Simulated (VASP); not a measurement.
Output of a VASP run:

### OSZICAR
```
       N       E                     dE             d eps       ncg     rms          rms(c)
DAV:   1    -0.102486338454E+02   -0.10249E+02   -0.23197E+00   256   0.117E+01    0.206E+01
DAV:   2    -0.102591548703E+02   -0.10521E-01   -0.44772E-02   312   0.260E+00    0.134E+01
DAV:   3    -0.102573339216E+02    0.18209E-02   -0.17129E-03   352   0.284E-01    0.830E+00
DAV:   4    -0.102566827375E+02    0.65118E-03   -0.53155E-04   280   0.121E-01    0.493E+00
DAV:   5    -0.102564718804E+02    0.21086E-03   -0.13737E-04   312   0.653E-02    0.291E+00
DAV:   6    -0.102563989679E+02    0.72912E-04   -0.30760E-05   288   0.338E-02    0.171E+00
DAV:   7    -0.102563754368E+02    0.23531E-04   -0.90451E-06   304   0.192E-02    0.101E+00
DAV:   8    -0.102563689225E+02    0.65143E-05   -0.30725E-06   272   0.114E-02    0.589E-01
DAV:   9    -0.102563672773E+02    0.16452E-05   -0.94643E-07   144   0.695E-03    0.347E-01
DAV:  10    -0.102563676144E+02   -0.33713E-06   -0.56398E-07   144   0.590E-03
   1 F= -.10256368E+02 E0= -.10256368E+02  d E =-.437407E-15
```

**OUTCAR**
```
------------------------ aborting loop because EDIFF is reached ----------------------------------------
  FORCE on cell =-STRESS in cart. coord.  units (eV):
  Direction    XX          YY          ZZ          XY          YZ          ZX
  --------------------------------------------------------------------------------------
  Total       -0.5527060     -0.5527060     -0.5527060      0.0000000      0.0000000     -0.0000000
  in kB      -15.0872890    -15.0872890    -15.0872890      0.0000000      0.0000000     -0.0000000
  external PRESSURE =     -15.0872890 kB  Pullay stress =       0.0000000 kB
  volume of cell :       58.69
      direct lattice vectors                 reciprocal lattice vectors
     0.000000000  3.084521923  3.084521923    -0.162099675  0.162099675  0.162099675
     3.084521923  0.000000000  3.084521923     0.162099675 -0.162099675  0.162099675
     3.084521923  3.084521923  0.000000000     0.162099675  0.162099675 -0.162099675
 POSITION                                       TOTAL-FORCE (eV/Angst)
 -----------------------------------------------------------------------------------
      0.00000      0.00000      0.00000         0.000000     -0.000000     -0.000000
      1.54226      1.54226      1.54226        -0.000000      0.000000      0.000000
 -----------------------------------------------------------------------------------
    total drift:                               -0.000000     -0.000000     -0.000000
  FREE ENERGIE OF THE ION-ELECTRON SYSTEM (eV)
  ---------------------------------------------------
  free  energy   TOTEN  =       -10.2563676144 eV

  energy  without entropy=      -10.2563676144  energy(sigma->0) =      -10.25636761

  exchange ACFDT corr.  =         0.00000000  see jH, gK, PRB 81, 115126
```
(Selected blocks of OUTCAR.)

### POSCAR
```
AlSb
1
    0.0000000000     3.0845219231     3.0845219231
    3.0845219231     0.0000000000     3.0845219231
    3.0845219231     3.0845219231     0.0000000000
Al Sb
1 1
Direct
  0.0000000000   0.0000000000   0.0000000000
  0.2500000000   0.2500000000   0.2500000000
```

**Question.** Reconstruct the remaining input files.

**Answer.** This is not unique; one that fits is the input of the run itself, HSEsol screened hybrid, plane waves, VASP's PBE PAW potentials (set 64).

**INCAR**
```
SYSTEM = AlSb
PREC = Accurate; ENCUT = 520; LREAL = F
LASPH = T; ISYM = 3
EDIFF = 1E-6; NELM = 60; ALGO = Normal
LMAXMIX = 4
ISMEAR = 0; SIGMA = 0.05
GGA = PS; LHFCALC = T; AEXX = 0.25
HFSCREEN = 0.2; PRECFOCK = Fast
ISIF = 2
LWAVE = F; LCHARG = F
```

KPOINTS:
```
Automatic mesh
0
Gamma
6 6 6
0 0 0
```

POTCAR, in this order: Al Sb (PBE.64 set). Program: vasp_std. Read from the step before: WAVECAR.

The compound is AlSb in the zinc blende structure. This cell is one point of a volume scan, at 0.97 of the reference volume. The cell's shape comes from a PBE relaxation.
